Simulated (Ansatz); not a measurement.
Molecular dynamics on a 1×1×1 supercell (3 atoms) of SnSe₂ (3R-MoS2 type), relaxed with r2SCAN+rVV10. Forces come from r2SCAN in Ansatz 0.2.0: a Nosé-Hoover thermostat at fixed volume, 1000 K, steps of 2 fs. Spin polarisation is off, nuclei are classical, and the run is far too short for thermal averages. The structure comes from a prototype and may be hypothetical.

```yaml
crystal:
  lattice:
    - [1.8950116506, 1.0940854866, 6.0269119705]
    - [-1.8950116506, 1.0940854866, 6.0269119705]
    - [0.0, -2.1881709732, 6.0269119705]
  atoms:
    - { symbol: Sn, position: [-0.0002292479, -0.0002292479, -0.0002292479] }
    - { symbol: Se, position: [0.427874702, 0.427874702, 0.427874702] }
    - { symbol: Se, position: [0.2390212128, 0.2390212128, 0.2390212128] }
kpoints:
  mp_grid: { grid: [4, 4, 4] }
hamiltonian:
  xc: r2scan
scf:
  occupations: { method: fermi_dirac, width: 0.086 }
md:
  ensemble: nvt_nose_hoover
  temperature: 1000
  timestep: 2.0
  n_steps: 30
  initial_velocities: maxwell_boltzmann
  seed: 9834
```

Command: `ansatz run input.yaml --threads 4 --pin off --max-ram 3686MiB --backend cpu --events-out ev --progress --plain --runs-dir out`. It took 2.3 min on 4 threads of Arm Neoverse N1, with other jobs on the host; peak host memory 0.6 GiB.

```
step  t (fs)  T (K)  free energy F from step 0 (meV/atom)  kinetic energy (meV/atom)  largest force (eV/Å)
   0       0   1000                                   0.0                       86.2                  0.08
   1       2    998                                   0.2                       86.0                  0.10
   2       4    994                                   0.5                       85.7                  0.13
   3       6    989                                   1.0                       85.2                  0.16
   4       8    981                                   1.6                       84.6                  0.18
   5      10    973                                   2.3                       83.8                  0.21
   6      12    963                                   3.2                       83.0                  0.25
   7      14    952                                   4.1                       82.1                  0.28
   8      16    941                                   5.1                       81.1                  0.31
   9      18    928                                   6.2                       80.0                  0.33
  10      20    916                                   7.3                       78.9                  0.36
  11      22    903                                   8.5                       77.8                  0.38
  12      24    890                                   9.6                       76.7                  0.40
  13      26    877                                  10.8                       75.6                  0.42
  14      28    864                                  11.9                       74.5                  0.43
  15      30    852                                  13.0                       73.4                  0.45
  16      32    840                                  14.1                       72.4                  0.46
  17      34    830                                  15.1                       71.5                  0.47
  18      36    820                                  16.0                       70.6                  0.48
  19      38    811                                  16.8                       69.9                  0.51
  20      40    803                                  17.6                       69.2                  0.53
  21      42    797                                  18.2                       68.7                  0.56
  22      44    793                                  18.7                       68.3                  0.58
  23      46    790                                  19.1                       68.1                  0.61
  24      48    789                                  19.3                       68.0                  0.63
  25      50    790                                  19.4                       68.1                  0.65
  26      52    793                                  19.3                       68.4                  0.68
  27      54    799                                  19.0                       68.9                  0.70
  28      56    808                                  18.4                       69.6                  0.73
  29      58    820                                  17.6                       70.6                  0.75
  30      60    835                                  16.6                       71.9                  0.77
```

The temperature starts at 1000 K, is lowest at step 24 (789 K, 48 fs) and ends at 835 K. By the last step the atoms have moved 0.25 Å in the root mean square, the drift of the whole cell taken out, 0.33 Å at most.

Positions (Å) and forces (eV/Å) at step 30:
```
Sn  -0.093   0.081  -0.020     0.405  -0.227  -0.090
Se   0.346  -0.061   7.753    -0.092  -0.420  -0.183
Se  -0.206  -0.061   4.328    -0.313   0.647   0.273
```

Overlapping bands make a metal at that level, for which these meshes are coarse; small forces, stresses and energy differences are uncertain. A small overlap in a semilocal functional can be an artefact that a hybrid or GW lifts.
